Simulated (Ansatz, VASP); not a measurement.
## Fe in VASP and in Ansatz

```
CELL_PARAMETERS angstrom
-1.41354 1.41354 1.41354
1.41354 -1.41354 1.41354
1.41354 1.41354 -1.41354
ATOMIC_POSITIONS crystal
Fe 0.00000 0.00000 0.00000
```

Alike in both runs: task single point; functional PBE; k mesh 13 × 13 × 13; occupations fermi-dirac, width 0.05 eV; collinear spin.

|  | VASP | Ansatz |
| --- | --- | --- |
| version | VASP 6.6.1 | Ansatz 0.2.0 |
| potentials or method | VASP PAW PBE potentials, release 64 (Fe) | Ansatz PAW |
| plane-wave cutoff (eV) | 520 | 420 |
| valence electrons in the cell | 8 | 16 |

Ansatz gave:

| Quantity | Value |
| --- | --- |
| gap on the k mesh at the Fermi level (eV) | none |
| pressure (GPa) | 0.2 |
| net moment per atom (μB) | 2.12 |
| size of the moment on the site where the two differ most (μB) | 2.16 |

**Question.** Estimate VASP's values.

**Answer.** gap on the k mesh at the Fermi level (eV): none; pressure (GPa): 0.0; net moment per atom (μB): 2.13; size of the moment on the site where the two differ most (μB): 2.13.

Site moments also hang on the region over which each program counts them. A gap of «none» marks a metal or a gap that the smearing closes. The two sets of potentials don't hold the same shells in valence.
